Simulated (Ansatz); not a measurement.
Notes on Sb

```xyz
1
Lattice="0.0000 2.3360 2.3360 2.3360 0.0000 2.3360 2.3360 2.3360 0.0000" Properties=species:S:1:pos:R:3 pbc="T T T"
Sb    0.0000    0.0000    0.0000
```

Method: PBE, no spin polarisation; PAW, plane waves to 420 eV, 9×9×9 Γ-centred mesh, cold occupations (width 0.012 eV) (Ansatz 0.2.0), atoms fixed.

(1) Metal or insulator?

(2) Describe some of the short contacts.

(3) Is the cell too large or too small?

Origin: a database entry at a rescaled volume.

## Answers

(1) It is a metal, with about 0.73 states/eV a cell as the mean within 0.25 eV of the Fermi level, mostly Sb p (90 %).

(2) Sb–Sb at 3.30 Å: least valence density 0.17 e/Å³ and ELF 0.33 there. These are pseudo-fields; inside the PAW spheres they differ from the all-electron ones.

(3) The pressure is 5.5 GPa (compression positive), so with the atoms held at these fractions the cell would first expand.
